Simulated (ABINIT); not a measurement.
# GaP (F-43m) in ABINIT: further runs

The runs below take GaP through equation of state, with PBE+D4, BP86+D2.

Program: ABINIT 10.8.3 (patched build). These are calculated values, not measurements. Logs are shortened: lines on timing, memory, paths and dates and some standing lists are left out, and cuts for length are marked. The log counts tension as positive stress, the text compression.

**What was measured.**

“Phosphorous dimerization in GaP at high pressure”, 2017, arxiv:1709.06667 reports, for a bulk crystal of GaP: bulk modulus 87.5 ± 0.6 GPa.

The runs below are set against these values where they give the same quantity.

### 1 Starting point

Symmetry: F-43m, No. 216, cubic system. Conventional cell: a = 5.451 Å, b = 5.451 Å, c = 5.451 Å, α = 90.00°, β = 90.00°, γ = 90.00°. Around Ga (site symmetry -43m) lie 4 P at 2.36 Å. P (site symmetry -43m) is surrounded by 4 Ga at 2.36 Å.

### 2 Equation of state, PBE+D4

run.py reads:

```python
import json, os
import numpy as np
from ase.eos import EquationOfState
from ase.units import GPa
from ase.calculators.mixing import SumCalculator
from dftd4.ase import DFTD4
from ase.calculators.abinit import Abinit, AbinitProfile
from ase import Atoms

atoms = Atoms(['Ga', 'P'],
              cell=[[0.0, 2.72525, 2.72525], [2.72525, 0.0, 2.72525], [2.72525, 2.72525, 0.0]],
              scaled_positions=[[0.0, 0.0, 0.0], [0.75, 0.75, 0.75]],
              pbc=True)

profile = AbinitProfile(command='abinit', pp_paths=[os.path.abspath('pseudos')])
params = dict(
    pps='pawxml', xc='PBE',
    ecut=544.2277,
    pawecutdg=1088.4554,
    pawxcdev=0,
    kptopt=1,
    ngkpt=[8, 8, 8],
    nshiftk=1,
    shiftk=[0.0, 0.0, 0.0],
    ixc=11,
    nband=13,
    occopt=3,
    tsmear=0.05,
    nstep=100,
    tolvrs=1e-09,
    prtwf=0,
    prtden=0,
)

cell0 = atoms.cell.copy()
volumes, energies = [], []
for i, x in enumerate([0.94, 0.96, 0.98, 1.0, 1.02, 1.04, 1.06]):
    atoms.set_cell(cell0 * x ** (1 / 3), scale_atoms=True)
    atoms.calc = SumCalculator([Abinit(profile=profile, directory=f'v{i}', **params), DFTD4(method='pbe')])
    volumes.append(atoms.get_volume() / len(atoms))
    dft, disp = atoms.calc.mixer.calcs
    energies.append((dft.get_property('free_energy', atoms) + disp.get_property('energy', atoms)) / len(atoms))
    print(f'{x:5.2f} {volumes[-1]:10.5f} A^3/atom {energies[-1]:14.6f} eV/atom', flush=True)
    json.dump(dict(volumes=volumes, energies=energies), open('results.json', 'w'))
v0, e0, b0 = EquationOfState(volumes, energies, eos='birchmurnaghan').fit()
print(f'V0 {v0:.4f} A^3/atom  E0 {e0:.6f} eV/atom  B0 {b0 / GPa:.2f} GPa')
```

Potentials or basis: JTH PAW PBE v2.0.

Run with:

```console
$ python run.py
```

The program printed:

```text
0.94   19.02597 A^3/atom   -1167.420160 eV/atom
 0.96   19.43078 A^3/atom   -1167.430327 eV/atom
 0.98   19.83559 A^3/atom   -1167.435403 eV/atom
 1.00   20.24040 A^3/atom   -1167.435763 eV/atom
 1.02   20.64521 A^3/atom   -1167.431930 eV/atom
 1.04   21.05001 A^3/atom   -1167.424392 eV/atom
 1.06   21.45482 A^3/atom   -1167.413470 eV/atom
V0 20.0705 A^3/atom  E0 -1167.436130 eV/atom  B0 85.65 GPa
```

abinit.in:

```text
ecut 544.2277 eV
ixc 11
kptopt 1
natom 2
nband 13
ngkpt
8 8 8
nshiftk 1
nsppol 1
nstep 100
occopt 3
pawecutdg 1088.4554 eV
pawxcdev 0
prtden 0
prtwf 0
shiftk
0.0 0.0 0.0
tolvrs 1e-09
tsmear 0.05 eV
#Definition of the unit cell
acell
1.00000000000000 1.00000000000000 1.00000000000000 Angstrom
rprim
0.00000000000000 2.77869984430615 2.77869984430615
2.77869984430615 0.00000000000000 2.77869984430615
2.77869984430615 2.77869984430615 0.00000000000000
chkprim 0 # Allow non-primitive cells
#Definition of the atom types
ntypat 2
znucl 15 31
#Enumerate different atomic species
typat
 2 1
pseudos "./pseudos/P.GGA_PBE-JTH.xml,
./pseudos/Ga.GGA_PBE-JTH.xml"
#Definition of the atoms
xcart
0.00000000000000 0.00000000000000 0.00000000000000
7.87647253746649 7.87647253746649 7.87647253746649
chkexit 1 # abinit.exit file in the running directory terminates after the current SCF
```

abinit.abo:

```text
.Version 10.8.3 of ABINIT
 Symmetries : space group F-4 3 m (#216); Bravais cF (face-center cubic)
================================================================================
 Values of the parameters that define the memory need of the present run
     intxc =       0    ionmov =       0      iscf =      17    lmnmax =      18
     lnmax =       6     mgfft =      30  mpssoang =       3    mqgrid =    3001
     natom =       2  nloc_mem =       2    nspden =       1   nspinor =       1
    nsppol =       1      nsym =      24    n1xccc =       1    ntypat =       2
    occopt =       3   xclevel =       2
       mpw =        1254          nfft =       27000          nkpt =          29
 PAW method is used; the additional fine FFT grid is defined by:
   mgfftf=        45    nfftf =     91125
================================================================================
================================================================================

--------------------------------------------------------------------------------
------------- Echo of variables that govern the present computation ------------
--------------------------------------------------------------------------------
 -outvars: echo values of preprocessed input variables --------
            acell      1.8897261259E+00  1.8897261259E+00  1.8897261259E+00 Bohr
              amu      3.09737620E+01  6.97230000E+01
          chkexit           1
          chkprim           0
             ecut      1.99999991E+01 Hartree
              ixc          11
         kptrlatt        8    0    0      0    8    0      0    0    8
          kptrlen      5.94080762E+01
            natom           2
            nband          13
            ngfft          30      30      30
          ngfftdg          45      45      45
             nkpt          29
            nstep         100
             nsym          24
           ntypat           2
           occopt           3
        pawecutdg      3.99999982E+01 Hartree
         pawxcdev           0
           prtden           0
            prtwf           0
[... 168 lines left out ...]
   2.00000    0.00000    0.00000    0.00000    0.00000
 prteigrs : prtvol=0 or 1, do not print more k-points.

--- !EnergyTerms
iteration_state     : {dtset: 1, }
comment             : Components of total free energy in Hartree
kinetic             :  7.38614279017677E+00
hartree             :  2.82447079190027E+01
xc                  : -3.84746407734273E+00
Ewald energy        : -4.73109114066100E+01
psp_core            :  1.49574404403711E+00
local_psp           : -7.34761524051193E+01
PAW spherical_terms :  1.73323800205175E+00
internal            : -8.57746951338037E+01
'-kT*entropy'       : -6.02847966434024E-10
total_energy        : -8.57746951344066E+01
total_energy_eV     : -2.33404835943360E+03
...

--- !EnergyTermsDC
iteration_state     : {dtset: 1, }
comment             : '"Double-counting" decomposition of free energy'
band_energy         : -3.74776689838096E+00
Ewald energy        : -4.73109114066100E+01
psp_core            :  1.49574404403711E+00
xc_dc               : -2.76714238293444E+01
PAW spherical_terms : -8.54033475007024E+00
internal            : -8.57746928403685E+01
'-kT*entropy'       : -6.02847966434024E-10
total_energy_dc     : -8.57746928409714E+01
total_energy_dc_eV  : -2.33404829702605E+03
...

--- !EnergyTermsWithPAWCore
iteration_state     : {dtset: 1, }
comment             : 'Components of total free energy, including PAW core contributions'
Total energy        : -2.28617364555802E+03
Total energy DC     : -2.28617364326458E+03
Total energy (eV)   : -6.22099540946617E+04
Total energy DC (eV): -6.22099540322541E+04
...

 Cartesian components of stress tensor (hartree/bohr^3)
  sigma(1 1)=  6.72067311E-05  sigma(3 2)=  0.00000000E+00
  sigma(2 2)=  6.72067311E-05  sigma(3 1)=  0.00000000E+00
  sigma(3 3)=  6.72067311E-05  sigma(2 1)=  0.00000000E+00

-Cartesian components of stress tensor (GPa)         [Pressure= -1.9773E+00 GPa]
- sigma(1 1)=  1.97729029E+00  sigma(3 2)=  0.00000000E+00
- sigma(2 2)=  1.97729029E+00  sigma(3 1)=  0.00000000E+00
- sigma(3 3)=  1.97729029E+00  sigma(2 1)=  0.00000000E+00

== END DATASET(S) ==============================================================
================================================================================

 -outvars: echo values of variables after computation  --------
            acell      1.8897261259E+00  1.8897261259E+00  1.8897261259E+00 Bohr
           etotal     -8.5774692841E+01
            fcart     -4.4477348763E-47  1.6024653705E-30  4.4477348763E-47
                       4.4477348763E-47 -1.6024653705E-30 -4.4477348763E-47
            rprim      0.0000000000E+00  2.7786998443E+00  2.7786998443E+00
                       2.7786998443E+00  0.0000000000E+00  2.7786998443E+00
                       2.7786998443E+00  2.7786998443E+00  0.0000000000E+00
           strten      6.7206731099E-05  6.7206731099E-05  6.7206731099E-05
                       0.0000000000E+00  0.0000000000E+00  0.0000000000E+00
           xangst      0.0000000000E+00  0.0000000000E+00  0.0000000000E+00
                       4.1680497665E+00  4.1680497665E+00  4.1680497665E+00
             xred      0.0000000000E+00  0.0000000000E+00  0.0000000000E+00
                       7.5000000000E-01  7.5000000000E-01  7.5000000000E-01
 Calculation completed.
```

It took 96 s on 1 thread of Arm Neoverse V2, shared host; peak memory 0.11 GiB.

Results:

- Equilibrium volume: 20.07 Å³/atom
- Bulk modulus: 86 GPa
- Pressure derivative of the bulk modulus: 4.3

Energy against volume, from the lowest point:
| volume (Å³/atom) | energy (meV/atom) |
| --- | --- |
| 19.026 | 15.60 |
| 19.431 | 5.44 |
| 19.836 | 0.36 |
| 20.240 | 0.00 |
| 20.645 | 3.83 |
| 21.050 | 11.37 |
| 21.455 | 22.29 |

Caveat: pressures at fixed basis lie under the slope of the energies; the log and the count of SCF iterations are those of the last ABINIT call alone.

### 3 Equation of state, BP86+D2

run.abi reads:

```
# Datasets: one volume each
ndtset 7
getwfk -1
scalecart1 3*0.9795861087
scalecart2 3*0.9864848297
scalecart3 3*0.9932883884
scalecart4 3*1.0000000000
scalecart5 3*1.0066227096
scalecart6 3*1.0131594038
scalecart7 3*1.0196128224

# Pseudopotentials
pp_dirpath "./"
pseudos "Ga.GGA_PBE-JTH.xml, P.GGA_PBE-JTH.xml"

# Structure
acell 3*1.0 Angstrom
rprim
     0.0000000000     2.7252500000     2.7252500000
     2.7252500000     0.0000000000     2.7252500000
     2.7252500000     2.7252500000     0.0000000000
ntypat 2
znucl 31 15
natom 2
typat 1 2
xred
     0.0000000000     0.0000000000     0.0000000000
     0.7500000000     0.7500000000     0.7500000000

# Plane-wave basis
ecut 544.227725 eV
pawecutdg 40.0
pawxcdev 0

# k points
kptopt 1
ngkpt 8 8 8
nshiftk 1
shiftk 0.0 0.0 0.0

# Exchange and correlation
ixc -106132
vdw_xc 5

# Bands and occupations
nband 13
occopt 3
tsmear 0.05 eV

# SCF cycle
nstep 100
tolvrs 1.0e-9

# Output
iomode 3
prtwf 1
prtden 0
prteig 0
prtebands 0
```

Potentials or basis: JTH PAW PBE v2.0.

Run with:

```console
$ abinit run.abi > log 2>&1
```

run.abo:

```text
.Version 10.8.3 of ABINIT
 DATASET    1 : space group F-4 3 m (#216); Bravais cF (face-center cubic)
================================================================================
 Values of the parameters that define the memory need for DATASET  1.
     intxc =       0    ionmov =       0      iscf =      17    lmnmax =      18
     lnmax =       6     mgfft =      30  mpssoang =       3    mqgrid =    3001
     natom =       2  nloc_mem =       2    nspden =       1   nspinor =       1
    nsppol =       1      nsym =      24    n1xccc =       1    ntypat =       2
    occopt =       3   xclevel =       2
       mpw =        1121          nfft =       27000          nkpt =          29
 PAW method is used; the additional fine FFT grid is defined by:
   mgfftf=        45    nfftf =     91125
================================================================================
================================================================================
[... 71 lines left out ...]
 DATASET    7 : space group F-4 3 m (#216); Bravais cF (face-center cubic)
================================================================================
 Values of the parameters that define the memory need for DATASET  7.
     intxc =       0    ionmov =       0      iscf =      17    lmnmax =      18
     lnmax =       6     mgfft =      30  mpssoang =       3    mqgrid =    3001
     natom =       2  nloc_mem =       2    nspden =       1   nspinor =       1
    nsppol =       1      nsym =      24    n1xccc =       1    ntypat =       2
    occopt =       3   xclevel =       2
       mpw =        1254          nfft =       27000          nkpt =          29
 PAW method is used; the additional fine FFT grid is defined by:
   mgfftf=        45    nfftf =     91125
================================================================================
================================================================================

--------------------------------------------------------------------------------
------------- Echo of variables that govern the present computation ------------
--------------------------------------------------------------------------------
 -outvars: echo values of preprocessed input variables --------
            acell      1.8897261259E+00  1.8897261259E+00  1.8897261259E+00 Bohr
              amu      6.97230000E+01  3.09737620E+01
             ecut      2.00000000E+01 Hartree
           getwfk          -1
              ixc     -106132
           jdtset        1    2    3    4    5    6    7
         kptrlatt        8    0    0      0    8    0      0    0    8
          kptrlen1     5.70759066E+01
          kptrlen2     5.74778628E+01
          kptrlen3     5.78742744E+01
          kptrlen4     5.82653287E+01
          kptrlen5     5.86512030E+01
          kptrlen6     5.90320656E+01
          kptrlen7     5.94080762E+01
            natom           2
            nband          13
           ndtset           7
            ngfft          30      30      30
          ngfftdg          45      45      45
             nkpt          29
            nstep         100
             nsym          24
           ntypat           2
           occopt           3
        pawecutdg      4.00000000E+01 Hartree
         pawxcdev           0
           prtden           0
        prtebands           0
           prteig           0
            rprim1     0.0000000000E+00  2.6696170427E+00  2.6696170427E+00
[... 36 lines left out ...]
           xangst6     0.0000000000E+00  0.0000000000E+00  0.0000000000E+00
                       4.1416689978E+00  4.1416689978E+00  4.1416689978E+00
           xangst7     0.0000000000E+00  0.0000000000E+00  0.0000000000E+00
                       4.1680497664E+00  4.1680497664E+00  4.1680497664E+00
            xcart1     0.0000000000E+00  0.0000000000E+00  0.0000000000E+00
                       7.5672676077E+00  7.5672676077E+00  7.5672676077E+00
            xcart2     0.0000000000E+00  0.0000000000E+00  0.0000000000E+00
                       7.6205599804E+00  7.6205599804E+00  7.6205599804E+00
            xcart3     0.0000000000E+00  0.0000000000E+00  0.0000000000E+00
                       7.6731172277E+00  7.6731172277E+00  7.6731172277E+00
            xcart4     0.0000000000E+00  0.0000000000E+00  0.0000000000E+00
                       7.7249641869E+00  7.7249641869E+00  7.7249641869E+00
            xcart5     0.0000000000E+00  0.0000000000E+00  0.0000000000E+00
                       7.7761243814E+00  7.7761243814E+00  7.7761243814E+00
            xcart6     0.0000000000E+00  0.0000000000E+00  0.0000000000E+00
                       7.8266201100E+00  7.8266201100E+00  7.8266201100E+00
            xcart7     0.0000000000E+00  0.0000000000E+00  0.0000000000E+00
                       7.8764725376E+00  7.8764725376E+00  7.8764725376E+00
             xred      0.0000000000E+00  0.0000000000E+00  0.0000000000E+00
                       7.5000000000E-01  7.5000000000E-01  7.5000000000E-01
            znucl       31.00000   15.00000

================================================================================

 chkinp: Checking input parameters for consistency, jdtset=   1.

 chkinp: Checking input parameters for consistency, jdtset=   2.
[... 36 lines left out ...]
 getcut: wavevector=  0.0000  0.0000  0.0000  ngfft=  45  45  45
         ecut(hartree)=     40.000   => boxcut(ratio)=   2.16618

--- Pseudopotential description ------------------------------------------------
- pspini: atom type   1  psp file is ./Ga.GGA_PBE-JTH.xml
 Pseudopotential format is: paw10
 basis_size (lnmax)=  6 (lmn_size= 18), orbitals=   0   0   1   1   2   2
 Spheres core radius: rc_sph= 2.10359248
 Shapefunction is BESSEL type: shapef(r,l)=aa(1,l)*jl(q(1,l)*r)+aa(2,l)*jl(q(2,l)*r)
 Radius for shape functions =  1.80829011
 Compensation charge density is not taken into account in XC energy/potential

- pspini: atom type   2  psp file is ./P.GGA_PBE-JTH.xml
 Pseudopotential format is: paw10
 basis_size (lnmax)=  4 (lmn_size=  8), orbitals=   0   0   1   1
 Spheres core radius: rc_sph= 1.60765221
 Shapefunction is SIN type: shapef(r)=[sin(pi*r/rshp)/(pi*r/rshp)]**2
 Radius for shape functions =  1.60765221
 Compensation charge density is not taken into account in XC energy/potential

   4.33120550E+02                                ecore*ucvol(ha*bohr**3)
--------------------------------------------------------------------------------

================================================================================

--- !BeginCycle
iteration_state: {dtset: 1, }
solver: {iscf: 17, nstep: 100, nline: 4, wfoptalg: 10, }
tolerances: {tolvrs: 1.00E-09, }
...
[... 1224 lines left out ...]
-Cartesian components of stress tensor (GPa)         [Pressure= -6.6767E+00 GPa]
- sigma(1 1)=  6.67666668E+00  sigma(3 2)=  0.00000000E+00
- sigma(2 2)=  6.67666668E+00  sigma(3 1)=  0.00000000E+00
- sigma(3 3)=  6.67666668E+00  sigma(2 1)=  0.00000000E+00

== END DATASET(S) ==============================================================
================================================================================

 -outvars: echo values of variables after computation  --------
            acell      1.8897261259E+00  1.8897261259E+00  1.8897261259E+00 Bohr
           etotal1    -8.5869651595E+01
           etotal2    -8.5869951658E+01
           etotal3    -8.5869890209E+01
           etotal4    -8.5869510213E+01
           etotal5    -8.5868848107E+01
           etotal6    -8.5867937068E+01
           etotal7    -8.5866805659E+01
            fcart1     4.1698586391E-31 -1.2509575917E-30  4.1698586391E-31
                      -4.1698586391E-31  1.2509575917E-30 -4.1698586391E-31
            fcart2    -1.6562791338E-30 -1.6562791338E-30  4.9688374015E-30
                       1.6562791338E-30  1.6562791338E-30 -4.9688374015E-30
            fcart3    -8.2246720003E-31 -1.6449344001E-30  2.4674016001E-30
                       8.2246720003E-31  1.6449344001E-30 -2.4674016001E-30
            fcart4     1.6338942393E-30  8.1694711963E-31 -3.2677884785E-30
                      -1.6338942393E-30 -8.1694711963E-31  3.2677884785E-30
            fcart5    -2.4347169357E-30  8.1157231189E-31  8.1157231189E-31
                       2.4347169357E-30 -8.1157231189E-31 -8.1157231189E-31
[... 38 lines left out ...]
                       0.0000000000E+00  0.0000000000E+00  0.0000000000E+00
           xangst1     0.0000000000E+00  0.0000000000E+00  0.0000000000E+00
                       4.0044255641E+00  4.0044255641E+00  4.0044255641E+00
           xangst2     0.0000000000E+00  0.0000000000E+00  0.0000000000E+00
                       4.0326266732E+00  4.0326266732E+00  4.0326266732E+00
           xangst3     0.0000000000E+00  0.0000000000E+00  0.0000000000E+00
                       4.0604387707E+00  4.0604387707E+00  4.0604387707E+00
           xangst4     0.0000000000E+00  0.0000000000E+00  0.0000000000E+00
                       4.0878750000E+00  4.0878750000E+00  4.0878750000E+00
           xangst5     0.0000000000E+00  0.0000000000E+00  0.0000000000E+00
                       4.1149478090E+00  4.1149478090E+00  4.1149478090E+00
           xangst6     0.0000000000E+00  0.0000000000E+00  0.0000000000E+00
                       4.1416689978E+00  4.1416689978E+00  4.1416689978E+00
           xangst7     0.0000000000E+00  0.0000000000E+00  0.0000000000E+00
                       4.1680497664E+00  4.1680497664E+00  4.1680497664E+00
             xred      0.0000000000E+00  0.0000000000E+00  0.0000000000E+00
                       7.5000000000E-01  7.5000000000E-01  7.5000000000E-01
 Calculation completed.
```

Run time: 85 s. Hardware: 1 thread of Arm Neoverse V2, shared host; peak memory 0.14 GiB.

What came out:

| Property | Result |
| --- | --- |
| Equilibrium volume | 19.56 Å³/atom |
| Bulk modulus | 90 GPa |
| Pressure derivative of the bulk modulus | 5.0 |

Energy against volume, from the lowest point:
| volume (Å³/atom) | energy (meV/atom) |
| --- | --- |
| 19.026 | 4.08 |
| 19.431 | 0.00 |
| 19.836 | 0.84 |
| 20.240 | 6.01 |
| 20.645 | 15.01 |
| 21.050 | 27.41 |
| 21.455 | 42.80 |

Caveat: pressures at fixed basis lie under the slope of the energies; the PAW data sets were made with another functional, which shifts forces and pressure a little.

### 4 Comparison with measurements

Step 2. Against the measured bulk modulus of GaP, 87.5 GPa (“Phosphorous dimerization in GaP at high pressure”, 2017, arxiv:1709.06667), the calculated 86 GPa is off by -2.1 %. The fit is for a static lattice scaled at fixed shape and fixed fractional positions.

Step 3. Measured bulk modulus of GaP: 87.5 GPa (“Phosphorous dimerization in GaP at high pressure”, 2017, arxiv:1709.06667). This calculation gives 90 GPa (+3.1 %). The fit is for a static lattice scaled at fixed shape and fixed fractional positions.
